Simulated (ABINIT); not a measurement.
# TiC: equation of state with PBE

TiC:

```xyz
2
Lattice="0.0000 2.1657 2.1657 2.1657 0.0000 2.1657 2.1657 2.1657 0.0000" Properties=species:S:1:pos:R:3 pbc="T T T"
Ti    0.0000    0.0000    0.0000
C     2.1657    2.1657    2.1657
```

The cell is a database's computed one.

* Program: ABINIT 10.8.3 (patched build)
* Task: equation of state
* Functional: PBE
* Potentials or basis: JTH PAW PBE v2.0
* Cutoff: 517 eV
* k mesh: 11 × 11 × 11
* Occupations: fermi-dirac, width 0.05 eV
* Spin: no spin polarisation
* Fine-grid cutoff: 1034.03 eV
* Exchange and correlation inside the PAW spheres: full angular mesh (pawxcdev 0, this build's default; the released program takes 1)

```
Equilibrium volume                      : 10.19 Å³/atom
Bulk modulus                            : 248 GPa
Pressure derivative of the bulk modulus : 4.8
```

Energy against volume, from the lowest point:
```csv
volume (Å³/atom),energy (meV/atom)
9.548,35.06
9.752,15.69
9.955,4.20
10.158,0.00
10.361,2.20
10.564,10.00
10.767,22.91
```

Run time: 84 s on 1 thread of Arm Neoverse V1, with other jobs on the host, peak memory 0.14 GiB.

Caveat: pressures at fixed basis lie under the slope of the energies.
